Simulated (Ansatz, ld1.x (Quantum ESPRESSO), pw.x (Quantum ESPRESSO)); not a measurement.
**silicon (Si): does the TM potential hold in the solid?**

ld1.x (Quantum ESPRESSO) 7.5 input, shortened:

```
&input
   title='Si', zed=14., rel=1, dft='PBE', iswitch=3,
   config='[Ne] 3s2 3p2 3d-2'
 /
 &inputp
   pseudotype=2, tm=.true., lloc=2,
   nlcc=.false.
 /
3
3S  1  0   2.00   0.00  1.35  1.35  0.0
3P  2  1   2.00   0.00  2.00  2.00  0.0
3D  3  2  -2.00   0.05  1.60  1.60  0.0
 &test
   configts(1)='3s2 3p2'
 /
```

Crystal test: fcc Si in pw.x 7.5, no spin, 15³ k-points, Fermi–Dirac smearing 0.01 Ry, cutoffs 100/400 Ry. The reference is all-electron LAPW (Ansatz 0.2.0) with the same functional, mesh and smearing; V0 and B0 come from Birch–Murnaghan fits to the pressures at five volumes. Errors are pseudo minus all-electron; Δ is the rms difference of the E(V) curves that follow from these fits, minima aligned, over ±6 % about the mean V0. Mesh and smearing are coarse, so the numbers serve the comparison and aren't converged zero-temperature values; the lattice is a test structure that the element need not adopt.

| V (Å³/atom) | P all-electron (GPa) | P pseudo (GPa) |
| --- | --- | --- |
| 13.704 | 5.12 | 4.64 |
| 14.064 | 2.56 | 2.11 |
| 14.425 | 0.32 | -0.11 |
| 14.786 | -1.65 | -2.06 |
| 15.146 | -3.38 | -3.78 |

All-electron: a0 = 3.869 Å (V0 = 14.48 Å³/atom), B0 = 82.7 GPa.

Pseudopotential: mean pressure error (GPa): -0.43; a0 (Å): 3.863; a0 error (%): -0.17; B0 error (%): +1.1; Δ (meV/atom): 1.4.

**Question.** At the middle volume, how do free energy and pressure move when the wave cutoff is lowered (ecutrho kept at four times it)?

**Answer.**

```csv
cutoff (Ry),shift of F (meV/atom),shift of P (GPa)
45,+26.7,-0.39
60,+20.9,-0.52
80,+2.6,-0.30
```

Input at the middle volume:

```
&control
  calculation='scf', prefix='x', pseudo_dir='./', outdir='./tmp', tstress=.true., disk_io='none'
/
&system
  ibrav=0, nat=1, ntyp=1, ecutwfc=100, ecutrho=400, nbnd=9,
  occupations='smearing', smearing='fd', degauss=0.01
/
&electrons
  conv_thr=1e-09, mixing_beta=0.4, electron_maxstep=70
/
ATOMIC_SPECIES
Si 1.0 Si.UPF
CELL_PARAMETERS angstrom
  0.00000000 1.93209559 1.93209559
  1.93209559 0.00000000 1.93209559
  1.93209559 1.93209559 0.00000000
ATOMIC_POSITIONS crystal
Si 0.0000 0.0000 0.0000
K_POINTS automatic
15 15 15 0 0 0
```

```bash
pw.x < Si.scf.in > Si.scf.out
```

Lines of the output:

```
Message from routine setup:
     using ibrav=0 with symmetry is DISCOURAGED, use correct ibrav instead
     lattice parameter (alat)  =       5.1635  a.u.
     unit-cell volume          =      97.3447 (a.u.)^3
     number of electrons       =         4.00
     number of Kohn-Sham states=            9
     kinetic-energy cutoff     =     100.0000  Ry
     charge density cutoff     =     400.0000  Ry
     scf convergence threshold =      1.0E-09
     Exchange-correlation= PBE
     number of k points=   120  Fermi-Dirac smearing, width (Ry)=  0.0100
     iteration #  1     ecut=   100.00 Ry     beta= 0.40
     total energy              =      -7.84574804 Ry
     estimated scf accuracy    <       0.00409101 Ry
     iteration #  2     ecut=   100.00 Ry     beta= 0.40
     total energy              =      -7.84547293 Ry
     estimated scf accuracy    <       0.00128866 Ry
     iteration #  3     ecut=   100.00 Ry     beta= 0.40
     total energy              =      -7.84550971 Ry
     estimated scf accuracy    <       0.00000290 Ry
     iteration #  4     ecut=   100.00 Ry     beta= 0.40
     total energy              =      -7.84551087 Ry
     estimated scf accuracy    <       0.00000018 Ry
     iteration #  5     ecut=   100.00 Ry     beta= 0.40
     total energy              =      -7.84551098 Ry
     estimated scf accuracy    <       0.00000003 Ry
     iteration #  6     ecut=   100.00 Ry     beta= 0.40
     total energy              =      -7.84551101 Ry
     estimated scf accuracy    <          2.1E-09 Ry
     iteration #  7     ecut=   100.00 Ry     beta= 0.40
     the Fermi energy is    10.7814 ev
!    total energy              =      -7.84551101 Ry
     estimated scf accuracy    <          7.9E-12 Ry
     smearing contrib. (-TS)   =      -0.00202401 Ry
     The total energy is F=E-TS. E is the sum of the following terms:
     one-electron contribution =       4.61541906 Ry
     hartree contribution      =       0.02978413 Ry
     xc contribution           =      -2.44279170 Ry
     ewald contribution        =     -10.04589850 Ry
     convergence has been achieved in   7 iterations
          total   stress  (Ry/bohr**3)                   (kbar)     P=       -1.07
     Message from routine punch:
     Nothing written, as per user request (disk_io='none')
```

The run at the middle volume (120 k-points, 7 iterations) took about 19 s on one core of a shared host (Neoverse-V2, 96 threads, 742 GiB, load 29).
